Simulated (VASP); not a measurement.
Crystal: SnO2.

```
CELL_PARAMETERS angstrom
4.77140 0.00000 0.00000
0.00000 4.77140 0.00000
0.00000 0.00000 3.21659
ATOMIC_POSITIONS crystal
Sn 0.00000 0.00000 0.00000
Sn 0.50000 0.50000 0.50000
O 0.30626 0.30626 0.00000
O 0.19374 0.80626 0.50000
O 0.69374 0.69374 0.00000
O 0.80626 0.19374 0.50000
```

Base run:

| Property | Result |
| --- | --- |
| Program | VASP 6.6.1 |
| Functional | r2SCAN |
| Potentials or basis | VASP PAW PBE potentials, release 64 (Sn_d, O) |
| Cutoff | 520 eV |
| k mesh | 6 × 6 × 8 |
| Occupations | gaussian, width 0.03 eV |
| Spin | no spin polarisation |

Its results: band gap on the k mesh 1.68 eV, direct; pressure -1.0 GPa.

Q: The run is repeated on the same cell with these changes: functional from r2SCAN to PBEsol. What comes out?

A: Band gap on the k mesh 0.88 eV, direct; pressure 0.1 GPa.

r2SCAN gives the wider gap, since meta-GGAs in the generalised Kohn-Sham scheme recover part of the derivative discontinuity.

Caveats: the PAW data sets were made with another functional, which shifts forces and pressure a little; spin-orbit coupling is left out, which moves the levels of the heavy elements.
